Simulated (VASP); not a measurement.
A run of VASP 6.6.1:

Contents of POSCAR:

```
CsI
1.0
    4.6080833777      0.0000000000      0.0000000000
    0.0000000000      4.6080833777      0.0000000000
    0.0000000000      0.0000000000      4.6080833777
Cs I
1 1
Direct
    0.0000000000      0.0000000000      0.0000000000
    0.5000000000      0.5000000000      0.5000000000
```

File INCAR.step1:

```
SYSTEM = CsI
  PREC = Accurate
  ENCUT = 520
  EDIFF = 1E-5
  ISMEAR = 0
  SIGMA = 0.01
  LREAL = .False.
  LASPH = .True.
  NELM = 100
  ALGO = Normal
  ISIF = 2
  LWAVE = .True.
  LCHARG = .False.
  NBANDS = 15
  GGA = PE
```

File INCAR.step2:

```
SYSTEM = CsI
  PREC = Accurate
  ENCUT = 520
  EDIFF = 1E-6
  ISMEAR = 0
  SIGMA = 0.01
  LREAL = .False.
  LASPH = .True.
  NELM = 100
  ALGO = Normal
  ISIF = 2
  LWAVE = .False.
  LCHARG = .False.
  GGA = PE
  LHFCALC = .True.
  HFSCREEN = 0.2079
  PRECFOCK = Normal
  NBANDS = 15
  ISTART = 1
```

File KPOINTS:

```
regular mesh
0
Gamma
  4 4 4
  0 0 0
```

Potentials or basis: VASP PAW PBE potentials, release 64 (Cs_sv, I).

Launch:

```console
$ cat potpaw_PBE.64/Cs_sv/POTCAR potpaw_PBE.64/I/POTCAR > POTCAR
$ cp INCAR.step1 INCAR
$ mpirun -np 1 vasp_std > vasp.out
$ cp INCAR.step2 INCAR
$ mpirun -np 1 vasp_std > vasp.out
```

Hardware: 1 thread of Intel(R) Xeon(R) Platinum 8259CL CPU @ 2.50GHz (Skylake/Cascade Lake), on a shared host.

How long does it take, and how much memory?

It took 10 min on 1 thread of Intel(R) Xeon(R) Platinum 8259CL CPU @ 2.50GHz (Skylake/Cascade Lake), with other jobs on the host, peak memory 0.33 GiB. Counts: scf iterations 9, k points 10.
